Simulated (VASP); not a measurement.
Input of a VASP 6.6.1 run:

The input POSCAR:

```
MgO2
1.0
    1.5784791299      0.9113353506      3.4618981109
   -1.5784791299      0.9113353506      3.4618981109
    0.0000000000     -1.8226707011      3.4618981109
Mg O
1 2
Direct
    0.0000000000      0.0000000000      0.0000000000
    0.4291159763      0.4291159763      0.4291159763
    0.5708840237      0.5708840237      0.5708840237
```

The input INCAR.step1:

```
SYSTEM = MgO2
PREC = Accurate
ENCUT = 520
EDIFF = 1E-5
ISMEAR = 0
SIGMA = 0.01
LREAL = .FALSE.
LASPH = .TRUE.
NELM = 100
ALGO = Normal
ISIF = 2
LWAVE = .TRUE.
LCHARG = .FALSE.
NBANDS = 14
GGA = PE
```

The input INCAR.step2:

```
SYSTEM = MgO2
PREC = Accurate
ENCUT = 520
EDIFF = 1E-6
ISMEAR = 0
SIGMA = 0.01
LREAL = .FALSE.
LASPH = .TRUE.
NELM = 100
ALGO = Normal
ISIF = 2
LWAVE = .FALSE.
LCHARG = .FALSE.
GGA = PE
LHFCALC = .TRUE.
AEXX = 1.0
ALDAC = 0.0
AGGAC = 0.0
PRECFOCK = Normal
HFRCUT = -1
NBANDS = 14
ISTART = 1
```

Contents of KPOINTS:

```
Automatic mesh
0
G
  6 6 6
  0 0 0
```

Potentials or basis: VASP PAW PBE potentials, release 64 (Mg, O).

Launch:

```sh
$ cat potpaw_PBE.64/Mg/POTCAR potpaw_PBE.64/O/POTCAR > POTCAR
$ cp INCAR.step1 INCAR
$ mpirun -np 1 vasp_std > vasp.out
$ cp INCAR.step2 INCAR
$ mpirun -np 1 vasp_std > vasp.out
```

(1) What does it give for the pressure?

(2) What does it give for the band gap on the k mesh?

(3) What does it give for the largest force?

Results:

(1) -4.1 GPa.

(2) 14.89 eV, indirect (least direct gap 14.95 eV).

(3) 1.872 eV/Å.

Caveat: the PAW data sets were made with another functional, which shifts forces and pressure a little.
